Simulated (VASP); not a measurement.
Set up this calculation in VASP 6.6.1, as the native input.

```
Task                               : band structure
Functional                         : PBEsol0
Potentials or basis                : VASP PAW PBE potentials, release 64 (Si)
Cutoff                             : 520 eV
k mesh                             : 6 × 6 × 6
Occupations                        : fermi-dirac, width 0.05 eV
Spin                               : no spin polarisation
Grid for exact exchange (PRECFOCK) : Fast
Exchange at q = 0                  : truncated
Further INCAR settings             : ALGO = Normal; EDIFF = 1e-06; NBANDS = 8
```

Crystal: Si.

```
Si
1.0
     2.62054    0.00000    0.00000
    -1.31027    2.26946    0.00000
     0.00000    0.00000    2.46635
Si
1
Direct
  0.00000 0.00000 0.00000
```

This isn't the form of Si at room conditions, which is diamond.

The input as run:

POSCAR

```
Si
1.0
    2.6205428149      0.0000000000      0.0000000000
   -1.3102714075      2.2694566494      0.0000000000
    0.0000000000      0.0000000000      2.4663543900
Si
1
Direct
    0.0000000000      0.0000000000      0.0000000000
```

INCAR.step1

```
  PREC = Accurate
  ENCUT = 520
  EDIFF = 1E-5
  ISMEAR = -1
  SIGMA = 0.05
  LREAL = F
  LASPH = T
  NELM = 80
  ALGO = Normal
  ISIF = 2
  LWAVE = T
  LCHARG = F
  NBANDS = 8
  GGA = PE
```

INCAR.step2

```
  PREC = Accurate
  ENCUT = 520
  EDIFF = 1E-6
  ISMEAR = -1
  SIGMA = 0.05
  LREAL = F
  LASPH = T
  NELM = 80
  ALGO = Normal
  ISIF = 2
  LWAVE = F
  LCHARG = F
  GGA = PS
  LHFCALC = T
  AEXX = 0.25
  PRECFOCK = Fast
  NBANDS = 8
  ISTART = 1
  HFRCUT = -1
```

KPOINTS

```
regular mesh
0
Gamma
  6 6 6
```

KPOINTS_OPT

```
path GMKGALHA,LM,KH
8
line-mode
reciprocal
 0.0000000000  0.0000000000  0.0000000000  G
 0.5000000000  0.0000000000  0.0000000000  M

 0.5000000000  0.0000000000  0.0000000000  M
 0.3333333333  0.3333333333  0.0000000000  K

 0.3333333333  0.3333333333  0.0000000000  K
 0.0000000000  0.0000000000  0.0000000000  G

 0.0000000000  0.0000000000  0.0000000000  G
 0.0000000000  0.0000000000  0.5000000000  A

 0.0000000000  0.0000000000  0.5000000000  A
 0.5000000000  0.0000000000  0.5000000000  L

 0.5000000000  0.0000000000  0.5000000000  L
 0.3333333333  0.3333333333  0.5000000000  H

 0.3333333333  0.3333333333  0.5000000000  H
 0.0000000000  0.0000000000  0.5000000000  A

 0.5000000000  0.0000000000  0.5000000000  L
 0.5000000000  0.0000000000  0.0000000000  M

 0.3333333333  0.3333333333  0.0000000000  K
 0.3333333333  0.3333333333  0.5000000000  H
```

Potentials or basis: VASP PAW PBE potentials, release 64 (Si).

Command:

```bash
$ cat potpaw_PBE.64/Si/POTCAR > POTCAR
$ cp INCAR.step1 INCAR
$ mpirun -np 1 vasp_std > vasp.out
$ cp INCAR.step2 INCAR
$ mpirun -np 1 vasp_std > vasp.out
```

It gave:

| Property | Result |
| --- | --- |
| Pressure | 0.2 GPa |
| Band gap along the path | none (metal or under the smearing width) |

Caveat: the k mesh is coarse (spacing up to 0.46 Å⁻¹), so the values aren't converged, least of all with exact exchange; the PAW data sets were made with another functional, which shifts forces and pressure a little.

Wall time 2.3 min on 1 thread of Intel(R) Xeon(R) Platinum 8375C CPU @ 2.90GHz (Ice Lake), on a shared host, peak memory 0.14 GiB.
